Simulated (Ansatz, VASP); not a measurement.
# Cross-check of SnO between VASP and Ansatz, part 2 of 2

Aim: how closely do two programs agree when they are given the same cell, functional and k mesh? The cell is generated by rule, not measured, and may not be a known phase. The cell is taken from a series of runs on this material, whose earlier steps may have relaxed, scaled, displaced or heated it; both programs get it as it stands.

VASP 6.6.1 and Ansatz 0.2.0.

So far. Step 5 (VASP: single point, PBE, pair 2): The run ends at a pressure of -0.05 GPa, with forces up to 0.38 eV/Å. Step 6 (Ansatz: single point, PBE, pair 2): The run ends at a pressure of 0.00 GPa, with forces up to 0.39 eV/Å.

### Step 8. VASP: single point, PBE, pair 3

Level of this step: PBE; plane waves and PAW (Sn_d, O); invented cell (VASP).

A single point gives forces, pressure and levels at one fixed geometry, so differences don't come from the geometry; what else differs is listed under the comparison.

File INCAR:

```
SYSTEM = SnO
PREC = Accurate
ENCUT = 600
EDIFF = 1E-06
NELM = 120
ISMEAR = 0
SIGMA = 0.02
LREAL = .FALSE.
ALGO = Normal
GGA = PE
NBANDS = 26
LORBIT = 11
LWAVE = .FALSE.
LCHARG = .FALSE.
ISIF = 2
LASPH = .TRUE.
GGA_COMPAT = .FALSE.
EFERMI = MIDGAP
KPAR = 2
```

File POSCAR:

```
SnO
1.0
    4.1730563351      0.0000000000      0.0000000000
   -2.0865281675      3.6139727976      0.0000000000
    0.0000000000      0.0000000000      5.2350607344
Sn O
2 2
Direct
    0.3333333333      0.6666666667      0.2476689907
    0.6666666666      0.3333333334      0.7523310093
    0.6666666666      0.3333333334      0.2232572348
    0.3333333333      0.6666666667      0.7767427652
```

File KPOINTS:

```
Automatic mesh
0
Gamma
10 10 6
0 0 0
```

Potentials, in the order of the species: Sn_d and O (PBE family, release 64).

Launch:

```bash
mpirun -np 2 vasp_std
```

Numbers of over 12 decimals in the logs are rounded to 6 here.

What it wrote:

```text
[... set-up lines as in an earlier step ...]
 entering main loop
       N       E                     dE             d eps       ncg     rms          rms(c)
DAV:   1     0.438668174231E+03    0.43867E+03   -0.22261E+04  3806   0.245E+03
DAV:   2     0.443986889626E+02   -0.39427E+03   -0.38364E+03  3992   0.569E+02
DAV:   3    -0.215091418756E+02   -0.65908E+02   -0.63934E+02  4392   0.197E+02
DAV:   4    -0.251439704146E+02   -0.36348E+01   -0.36062E+01  4182   0.485E+01
[...]
DAV:  12    -0.210366153110E+02   -0.23141E-04   -0.47581E-04  4110   0.148E-01    0.206E-02
DAV:  13    -0.210366187218E+02   -0.34108E-05   -0.38908E-05  4150   0.413E-02    0.591E-03
DAV:  14    -0.210366192541E+02   -0.53235E-06   -0.77955E-06  4164   0.145E-02
   1 F= -.21036619E+02 E0= -.21036619E+02  d E =-.712167E-73
```

OUTCAR, selected parts (step 8):

```text
  Total       -0.1646535     -0.1646535      0.2152793     -0.0000000      0.0000000      0.0000000
  in kB       -3.3413396     -3.3413396      4.3686975     -0.0000000      0.0000000      0.0000000
  external PRESSURE =      -0.7713272 kB  Pullay stress =       0.0000000 kB

 POSITION                                       TOTAL-FORCE (eV/Angst)
 -----------------------------------------------------------------------------------
     -0.00000      2.40932      1.29656         0.000000      0.000000     -0.382109
      2.08653      1.20466      3.93850        -0.000000     -0.000000      0.382109
      2.08653      1.20466      1.16877         0.000000     -0.000000     -0.636134
     -0.00000      2.40932      4.06630        -0.000000     -0.000000      0.636134
 -----------------------------------------------------------------------------------
    total drift:                                0.000001     -0.000001     -0.000000

  FREE ENERGIE OF THE ION-ELECTRON SYSTEM (eV)
  ---------------------------------------------------
  free  energy   TOTEN  =       -21.0366192541 eV

  energy  without entropy=      -21.0366192541  energy(sigma->0) =      -21.03661925

[... 2 parts as in an earlier step ...]

[... 1 further part left out ...]
[key lines of the parts left out:]
E-fermi :   6.2567
```

The run ends at a pressure of -0.08 GPa, with forces up to 0.64 eV/Å.

### Step 9. Ansatz: single point, PBE, pair 3

The same cell, functional, mesh and smearing now go to Ansatz, which takes its cutoff from its data sets.

The cell is taken from a series of runs on this material, whose earlier steps may have relaxed, scaled, displaced or heated it; both programs get it as it stands.

File input.yaml:

```yaml
crystal:
  lattice:
    - [4.1730563351, 0.0, 0.0]
    - [-2.0865281675, 3.6139727976, 0.0]
    - [0.0, 0.0, 5.2350607344]
  atoms:
    - { symbol: Sn, position: [0.3333333333, 0.6666666667, 0.2476689907] }
    - { symbol: Sn, position: [0.6666666667, 0.3333333333, 0.7523310093] }
    - { symbol: O, position: [0.6666666667, 0.3333333333, 0.2232572348] }
    - { symbol: O, position: [0.3333333333, 0.6666666667, 0.7767427652] }
kpoints:
  mp_grid: { grid: [10, 10, 6] }
hamiltonian:
  xc: pbe
scf:
  occupations: { method: gaussian, width: 0.02 }
output:
  forces: true
  stress: true
  eigenvalues: true
```

Launch:

```bash
ansatz run input.yaml --threads 4 --pin off --max-ram 7168MiB --backend cpu --events-out ev --progress --plain --runs-dir out
```

What it wrote:

```text
[...]
Crystal: 4 atoms, lattice volume = 78.952 Å³
Basis set: ecut = 420 eV, 1535 PW (Γ), exchange–correlation on 60×60×72 points (8 copies of the dense FFT grid, shifted against one another)
Bands: 24, of which v1, the nominal top of the filled ones, is band 20 counted from 1 (19 counted from 0)
Symmetry: 12 space group operations
[...]
k-points: 72 of 600
[...]
--- Band table (eV; the first three rows and the last of 72) ---
  k-point 0: bands = [... 16 lower, 4.2453, 5.1320, 5.1320, 5.7559, 11.8240, 11.9145, 11.9145, 12.6950]
  k-point 1: bands = [... 16 lower, 4.4893, 5.0892, 5.0892, 6.0783, 11.5571, 11.8630, 11.8630, 12.5778]
  k-point 2: bands = [... 16 lower, 4.9708, 4.9708, 5.6442, 6.7551, 11.0237, 11.7873, 11.7873, 12.3337]
  k-point 71: bands = [... 16 lower, 5.4220, 5.4458, 8.1866, 8.5119, 9.3356, 9.7531, 10.8980, 11.5584]
[key lines of the parts left out:]
SCF converged after 7 iterations
Free energy (F): -13181.683935 eV
Fermi energy:    8.765051 eV
P = ⅓ Tr σ = -0.0236 GPa (-0.236 kbar)
```

The run ends at a pressure of -0.02 GPa, with forces up to 0.65 eV/Å.

### Step 10. Comparison

Compared:

| quantity | Ansatz | VASP | difference |
| --- | --- | --- | --- |
| pressure (GPa) | -0.02 | -0.08 | +0.05 |
| gap on the k mesh (eV) | 0.506 | 0.506 | 0.000 |

Forces (eV/Å; atoms numbered as in POSCAR):

| atom | Ansatz x, y, z | VASP x, y, z |
| --- | --- | --- |
| Sn1 | 0.000, 0.000, -0.400 | 0.000, 0.000, -0.382 |
| Sn2 | 0.000, 0.000, 0.400 | 0.000, 0.000, 0.382 |
| O3 | 0.000, 0.000, -0.652 | 0.000, 0.000, -0.636 |
| O4 | 0.000, 0.000, 0.652 | 0.000, 0.000, 0.636 |

The forces differ by 9.6 meV/Å r.m.s., which is 3.2 % of the r.m.s. force of 0.303 eV/Å (both taken over all components). A gap on the mesh is an upper bound, since the band edges may lie between its points.

### Step 11. Outcome

```json
{"r.m.s. force difference (single point, PBE, pair 1)": "2.9 meV/Å", "r.m.s. force difference (single point, PBE, pair 2)": "5.6 meV/Å", "r.m.s. force difference (single point, PBE, pair 3)": "3.2 % of the r.m.s. force"}
```

In words: The r.m.s. force difference is 3.2 % of the r.m.s. force (single point, PBE, pair 3), beyond the 3 % picked in this series as the mark of a large difference. 5 further runs of this series are not shown here. Such differences can come from data sets, numerical settings and the points named under the comparisons, not from the functional's error against experiment.

[Lines on the potential files, build, host, timing and source positions are cut from VASP's logs without a mark.]

[Logs are printed without paths, hosts, clocks, repeated set-up lines and the standing remarks that a program may print on its own settings, such as how far it seeks lower states.]

[Hosts, paths, dates, database ids (printed as entryN), source tags and the programs' standing remarks are cut or masked in the printed files.]
